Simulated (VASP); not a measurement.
KI:

```
CELL_PARAMETERS angstrom
0.00000 3.50812 3.50812
3.50812 0.00000 3.50812
3.50812 3.50812 0.00000
ATOMIC_POSITIONS crystal
K 0.00000 0.00000 0.00000
I 0.50000 0.50000 0.50000
```

Base run:

- Program: VASP 6.6.1
- Functional: PBE
- Potentials or basis: VASP PAW PBE potentials, release 64 (K_sv, I)
- Cutoff: 520 eV
- k mesh: 6 × 6 × 6
- Occupations: gaussian, width 0.03 eV
- Spin: no spin polarisation

Its results: band gap on the k mesh 4.01 eV, direct; pressure 0.9 GPa.

Question: The run is repeated on the same cell with these changes: functional from PBE to PBE0. What comes out?

Answer: Band gap on the k mesh 5.69 eV, direct; pressure 0.7 GPa.

PBE0 gives the wider gap, since exact exchange removes part of the self-interaction.

Caveats: spin-orbit coupling is left out, which moves the levels of the heavy elements; the PAW data sets were made with another functional, which shifts forces and pressure a little (some runs).
